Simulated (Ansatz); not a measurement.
# WC: single point with PBEsol0

Crystal: WC.

```xyz
2
Lattice="0.0000 2.3021 2.3021 2.3021 0.0000 2.3021 2.3021 2.3021 0.0000" Properties=species:S:1:pos:R:3 pbc="T T T"
W     0.0000    0.0000    0.0000
C     3.4532    3.4532    3.4532
```

The cell was built by a generator and needn't be a form met in nature.

```
Program             : Ansatz 0.2.0
Task                : single point
Functional          : PBEsol0
Potentials or basis : Ansatz PAW
Cutoff              : 420 eV (not typed: the program's choice for these potentials)
k mesh              : 5 × 5 × 5
Occupations         : fermi-dirac, width 0.05 eV
Spin                : no spin polarisation
```

The pressure is 6.4 GPa and the band gap on the k mesh is none (metal or under the smearing width).

Levels at points of the mesh, in eV from the Fermi level:
```
           k point  band 5  band 6  band 7  band 8  band 9  band 10  band 11  band 12  band 13
(0.00, 0.00, 0.00)  -16.29   -7.23   -7.23   -7.23    0.00     0.00     3.83     9.25     9.25
```

Run time: 17 s on 1 × NVIDIA H100 80GB HBM3 with 2 threads of AMD EPYC 7R13 Processor (Zen 3), on a shared host, peak memory 1.5 GiB.

Caveat: the k mesh is coarse (spacing up to 0.47 Å⁻¹), so the values aren't converged, least of all with exact exchange; the PAW data sets come from PBE, with cores solved anew for the run's functional, which leaves a small shift of forces and pressure; the thresholds are loose for stress. Spin-orbit coupling is left out, which matters for the levels of W.
